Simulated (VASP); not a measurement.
# GaAs (F-43m) in VASP: notebook

The runs below take GaAs through relaxation of cell and atoms, single point, with PBE.

Program: VASP 6.6.1. These are calculated values, not measurements. Logs are shortened: lines on timing, memory, paths and dates and some standing lists are left out, and cuts for length are marked.

## 1. Starting point

Symmetry: F-43m, No. 216, cubic system. The conventional cell has a = 5.654 Å, b = 5.654 Å, c = 5.654 Å, α = 90.00°, β = 90.00°, γ = 90.00°. Ga (site symmetry -43m) is surrounded by 4 As at 2.45 Å. As (site symmetry -43m) has 4 Ga at 2.45 Å as nearest neighbours.

## 2. Relaxation of cell and atoms, PBE

INCAR

```
SYSTEM = GaAs
PREC     = Accurate       ! precision mode
ENCUT    = 600            ! plane-wave cutoff, eV
EDIFF    = 1E-6           ! SCF threshold, eV
ISMEAR   = 0              ! smearing method
SIGMA    = 0.02           ! smearing width, eV
LREAL    = .False.        ! projectors in reciprocal space
LASPH    = .True.         ! aspherical terms in the spheres
NELM     = 100            ! most SCF steps
ALGO     = Normal         ! electronic algorithm
ISIF     = 3              ! what is computed and relaxed
LWAVE    = .False.        ! write WAVECAR
LCHARG   = .False.        ! write CHGCAR
GGA      = PE             ! functional
IBRION   = 2              ! ionic algorithm
NSW      = 100            ! ionic steps
EDIFFG   = -0.005         ! ionic threshold
```

KPOINTS

```
Automatic mesh
0
Gamma
  12 12 12
  0 0 0
```

POSCAR

```
GaAs
1.0
    0.0000000000      2.8268500000      2.8268500000
    2.8268500000      0.0000000000      2.8268500000
    2.8268500000      2.8268500000      0.0000000000
Ga As
1 1
Direct
    0.0000000000      0.0000000000      0.0000000000
    0.2500000000      0.2500000000      0.2500000000
```

Potentials or basis: VASP PAW PBE potentials, release 64 (Ga_d, As).

The run is started by

```console
> cat potpaw_PBE.64/Ga_d/POTCAR potpaw_PBE.64/As/POTCAR > POTCAR
> mpirun -np 1 vasp_std > vasp.out
```

OUTCAR:

```text
SYSTEM = GaAs
   PREC = Accurate
   ENCUT = 600
   EDIFF = 1E-6
   ISMEAR = 0
   LREAL = .False.
   LASPH = .True.
   NELM = 100
   ISIF = 3
   GGA = PE
   IBRION = 2
   NSW = 100
   EDIFFG = -0.005

 ion  position               nearest neighbor table
   1  0.000  0.000  0.000-   2 2.45   2 2.45   2 2.45   2 2.45
   2  0.250  0.250  0.250-   1 2.45   1 2.45   1 2.45   1 2.45

  LATTYP: Found a face centered cubic cell.
 ALAT       =     5.6537000000

  Lattice vectors:

 A1 = (   0.0000000000,   2.8268500000,   2.8268500000)
 A2 = (   2.8268500000,   0.0000000000,   2.8268500000)
 A3 = (   2.8268500000,   2.8268500000,   0.0000000000)

Analysis of symmetry for initial positions (statically):
=====================================================================
 Subroutine PRICEL returns:
 Original cell was already a primitive cell.

 Routine SETGRP: Setting up the symmetry group for a
 face centered cubic supercell.

 Subroutine GETGRP returns: Found 24 space group operations
 (whereof 24 operations were pure point group operations)
 out of a pool of 48 trial point group operations.

The static configuration has the point symmetry T_d .

Analysis of symmetry for dynamics (positions and initial velocities):
=====================================================================
 Subroutine PRICEL returns:
 Original cell was already a primitive cell.

 Routine SETGRP: Setting up the symmetry group for a
 face centered cubic supercell.

 Subroutine GETGRP returns: Found 24 space group operations
 (whereof 24 operations were pure point group operations)
 out of a pool of 48 trial point group operations.

The dynamic configuration has the point symmetry T_d .

 Subroutine INISYM returns: Found 24 space group operations
 (whereof 24 operations are pure point group operations),
 and found     1 'primitive' translations

----------------------------------------------------------------------------------------

                                     Primitive cell

  volume of cell :      45.1792

  direct lattice vectors                    reciprocal lattice vectors
     0.000000000  2.826850000  2.826850000    -0.176875321  0.176875321  0.176875321
     2.826850000  0.000000000  2.826850000     0.176875321 -0.176875321  0.176875321
     2.826850000  2.826850000  0.000000000     0.176875321  0.176875321 -0.176875321

  length of vectors
     3.997769609  3.997769609  3.997769609     0.306357042  0.306357042  0.306357042

  position of ions in fractional coordinates (direct lattice)
     0.000000000  0.000000000  0.000000000
     0.250000000  0.250000000  0.250000000

  ion indices of the primitive-cell ions
   primitive index   ion index
                 1           1
                 2           2

----------------------------------------------------------------------------------------

 KPOINTS: Automatic mesh

Automatic generation of k-mesh.
 Grid dimensions read from file:
 generate k-points for:   12   12   12

 Generating k-lattice:

  Cartesian coordinates                     Fractional coordinates (reciprocal lattice)
    -0.014739610  0.014739610  0.014739610     0.083333333  0.000000000  0.000000000
     0.014739610 -0.014739610  0.014739610     0.000000000  0.083333333  0.000000000
     0.014739610  0.014739610 -0.014739610     0.000000000  0.000000000  0.083333333

  Length of vectors
     0.025529753  0.025529753  0.025529753

  Shift w.r.t. Gamma in fractional coordinates (k-lattice)
     0.000000000  0.000000000  0.000000000

 Subroutine IBZKPT returns following result:
 ===========================================

 Found     72 irreducible k-points:

 Following reciprocal coordinates:
            Coordinates               Weight
  0.000000  0.000000  0.000000      1.000000
  0.083333  0.000000  0.000000      8.000000
  0.166667  0.000000  0.000000      8.000000
  0.250000  0.000000  0.000000      8.000000
  0.333333  0.000000  0.000000      8.000000
  0.416667  0.000000  0.000000      8.000000
[... 16 lines left out ...]
  0.500000  0.166667  0.000000     24.000000
 -0.416667  0.166667  0.000000     24.000000
 [... further k-points ...]
   k-points           NKPTS =     72   k-points in BZ     NKDIM =     72   number of bands    NBANDS=     13
   number of dos      NEDOS =    301   number of ions     NIONS =      2
   total plane-waves  NPLWV =  32768
   dimension x,y,z NGX =    32 NGY =   32 NGZ =   32
   dimension x,y,z NGXF=    64 NGYF=   64 NGZF=   64
   ions per type =               1   1
   NGX,Y,Z   is equivalent  to a cutoff of  13.31, 13.31, 13.31 a.u.
   NGXF,Y,Z  is equivalent  to a cutoff of  26.61, 26.61, 26.61 a.u.
 SYSTEM =  GaAs
   PREC   = accura    normal or accurate (medium, high low for compatibility)
   ISTART =      0    job   : 0-new  1-cont  2-samecut
   ICHARG =      2    charge: 1-file 2-atom 10-const
   ISPIN  =      1    spin polarized calculation?
   LNONCOLLINEAR =      F non collinear calculations
   LSORBIT =      F    spin-orbit coupling
   LASPH  =      T    aspherical Exc in radial PAW
   ENCUT  =  600.0 eV  44.10 Ry    6.64 a.u.   7.98  7.98  7.98*2*pi/ulx,y,z
   NELM   =    100;   NELMIN=  2; NELMDL= -5     # of ELM steps
   EDIFF  = 0.1E-05   stopping-criterion for ELM
   LREAL  =      F    real-space projection
   EDIFFG = -.5E-02   stopping-criterion for IOM
   NSW    =    100    number of steps for IOM
   IBRION =      2    ionic relax: 0-MD 1-quasi-New 2-CG
   NFREE  =      1    steps in history (QN), initial steepest desc. (CG)
   ISIF   =      3    stress and relaxation
   ISYM   =      2    0-nonsym 1-usesym 2-fastsym
   POTIM  = 0.5000    time-step for ionic-motion
   TEBEG  =    0.0;   TEEND  =   0.0 temperature during run
   PSTRESS=    0.0 pullay stress
   NELECT =      18.0000    total number of electrons
   NUPDOWN=      -1.0000    fix difference up-down
   EMIN   =  10.00;   EMAX   =-10.00  energy-range for DOS
   EFERMI =   0.00;   METHOD = LEGACY
   ISMEAR =     0;   SIGMA  =   0.02  broadening in eV -4-tet -1-fermi 0-gaus
   EFERMI_NEDOS =   21; number of points for ismear=-14 and -15
   IALGO  =     38    algorithm
   IMIX   =      4    mixing-type and parameters
     AMIX     =   0.40;   BMIX     =  1.00
     AMIX_MAG =   1.60;   BMIX_MAG =  1.00
  volume/ion in A,a.u.               =      22.59       152.44
  Fermi-wavevector in a.u.,A,eV,Ry     =   1.204628  2.276417 19.743799  1.451128
  Thomas-Fermi vector in A             =   2.340347
   LORBIT       =      0    0 simple, 1 ext, 2 COOP (PROOUT), +10 PAW based schemes
   GGA     = PE    functional components
   LHFCALC =     F    Hartree Fock is set to
   AEXX    =    0.0000 exact exchange contribution
   IVDW    =     0    specifies the selected vdW correction
   LEPSILON=     F    determine dielectric tensor
   LRPA    =     F    only Hartree local field effects (RPA)
 conjugate gradient relaxation of ions
 non-spin polarized calculation
 Gauss-broadening in eV      SIGMA  =   0.02
  energy-cutoff  :      600.00
  volume of cell :       45.18
 maximum number of plane-waves:      1540
   NGX = 15   NGY = 15   NGZ = 15

--------------------------------------- Ionic step        1  -------------------------------------------

 number of electron      18.0000011 magnetization

 Free energy of the ion-electron system (eV)
  ---------------------------------------------------
  ext. energy  EPLUGINS =         0.00000000
  ---------------------------------------------------
  free energy    TOTEN  =        -8.25161961 eV

  energy without entropy =       -8.25161961  energy(sigma->0) =       -8.25161961

------------------------ aborting loop because EDIFF is reached ----------------------------------------

  FORCE on cell =-STRESS in cart. coord.  units (eV):
  Direction    XX          YY          ZZ          XY          YZ          ZX
  --------------------------------------------------------------------------------------
  -------------------------------------------------------------------------------------
  Total        0.9746439      0.9746439      0.9746439     -0.0000000      0.0000000     -0.0000000
  in kB       34.5635432     34.5635432     34.5635432     -0.0000000      0.0000000     -0.0000000
  external PRESSURE =      34.5635432 kB  Pullay stress =       0.0000000 kB
[... 165 lines left out ...]
  energy  without entropy=       -8.2758764350  energy(sigma->0) =       -8.27587644

--------------------------------------- Ionic step        6  -------------------------------------------

 number of electron      17.9999995 magnetization

 Free energy of the ion-electron system (eV)
  ---------------------------------------------------
  ext. energy  EPLUGINS =         0.00000000
  ---------------------------------------------------
  free energy    TOTEN  =        -8.27587820 eV

  energy without entropy =       -8.27587820  energy(sigma->0) =       -8.27587820

 E-fermi :   3.5504     XC(G=0):  -9.3648

 val. band max:        3.4729708192   @ k =   0.0000   0.0000   0.0000
 cond. band min:       3.6231564824   @ k =   0.0000   0.0000   0.0000
 fundamental gap:      0.1501856632
 Fermi energy:         3.5504137365

 k-point     1 :       0.0000    0.0000    0.0000
  band No.  band energies     occupation
      1     -11.2503      2.00000
      2     -11.2503      2.00000
      3     -11.2503      2.00000
      4     -11.1827      2.00000
      5     -11.1827      2.00000
      6      -8.9044      2.00000
      7       3.4730      2.00000
      8       3.4730      2.00000
      9       3.4730      2.00000
     10       3.6232      0.00000
     11       7.1886      0.00000
     12       7.1886      0.00000
     13       7.1886      0.00000
[... 353 lines left out ...]
 k-point    24 :      -0.4167    0.1667    0.0000
  band No.  band energies     occupation
      1     -11.3189      2.00000
      2     -11.2307      2.00000
      3     -11.2280      2.00000
      4     -11.1832      2.00000
      5     -11.1803      2.00000
      6      -7.1165      2.00000
      7      -2.7752      2.00000
      8       0.8059      2.00000
      9       2.0951      2.00000
     10       5.7039      0.00000
     11       7.9829      0.00000
     12       8.9454      0.00000
     13      11.1929      0.00000

 [... further k-points ...]

------------------------ aborting loop because EDIFF is reached ----------------------------------------

  FORCE on cell =-STRESS in cart. coord.  units (eV):
  Direction    XX          YY          ZZ          XY          YZ          ZX
  --------------------------------------------------------------------------------------
  -------------------------------------------------------------------------------------
  Total       -0.0019562     -0.0019562     -0.0019562      0.0000000     -0.0000000      0.0000000
  in kB       -0.0659838     -0.0659838     -0.0659838      0.0000000     -0.0000000      0.0000000
  external PRESSURE =      -0.0659838 kB  Pullay stress =       0.0000000 kB
[... 17 lines left out ...]
  FREE ENERGIE OF THE ION-ELECTRON SYSTEM (eV)
  ---------------------------------------------------
  free  energy   TOTEN  =        -8.2758781966 eV

  energy  without entropy=       -8.2758781966  energy(sigma->0) =       -8.27587820

 reached required accuracy - stopping structural energy minimisation
```

Run time: 52 s. Hardware: 1 thread of Intel Xeon 6975P-C (Granite Rapids), shared host; peak memory 0.22 GiB.

Results:

```yaml
Free_energy: -8.2759 eV
Relaxed_volume: 23.75 Å³/atom
Relaxed_cell: a = 4.065 Å, b = 4.065 Å, c = 4.065 Å, α = 60.00°, β = 60.00°, γ = 60.00°
Space_group_after_relaxing_to_0.05_Å: F-43m (No. 216)
Energy_gained_by_relaxing: 12.1 meV/atom
Ionic_steps: 6
Pressure_after_relaxing: 0.0 GPa
Band_gap_on_the_k_mesh: 0.15 eV, direct
```

Step by step:
| step | energy change (eV) | largest force (eV/Å) | pressure (GPa) | volume (Å³) |
| --- | --- | --- | --- | --- |
| 1 | 0.0000 | 0.0000 | 3.46 | 45.18 |
| 2 | -0.0211 | 0.0000 | -1.03 | 48.44 |
| 3 | -0.0243 | 0.0000 | -0.06 | 47.54 |
| 4 | -0.0243 | 0.0000 | 0.08 | 47.49 |
| 5 | -0.0243 | 0.0000 | 0.07 | 47.49 |
| 6 | -0.0243 | 0.0000 | -0.01 | 47.50 |

Final structure:
```yaml
crystal:
  lattice:
    - [0.00000, 2.87443, 2.87443]
    - [2.87443, 0.00000, 2.87443]
    - [2.87443, 2.87443, 0.00000]
  atoms:
    - { symbol: Ga, position: [0.00000, 0.00000, 0.00000] }
    - { symbol: As, position: [0.25000, 0.25000, 0.25000] }
```

Levels at points of the mesh, in eV from the valence-band top:
| k point | band 7 | band 8 | band 9 | band 10 | band 11 | band 12 |
| --- | --- | --- | --- | --- | --- | --- |
| (0.00, 0.00, 0.00) | 0.00 | 0.00 | 0.00 | 0.15 | 3.72 | 3.72 |
| (0.50, 0.00, 0.00) | -6.37 | -1.07 | -1.07 | 0.86 | 4.62 | 4.62 |
| (0.50, 0.50, 0.00) | -6.59 | -2.51 | -2.51 | 1.56 | 1.68 | 9.77 |

[end of part 1 of 2]
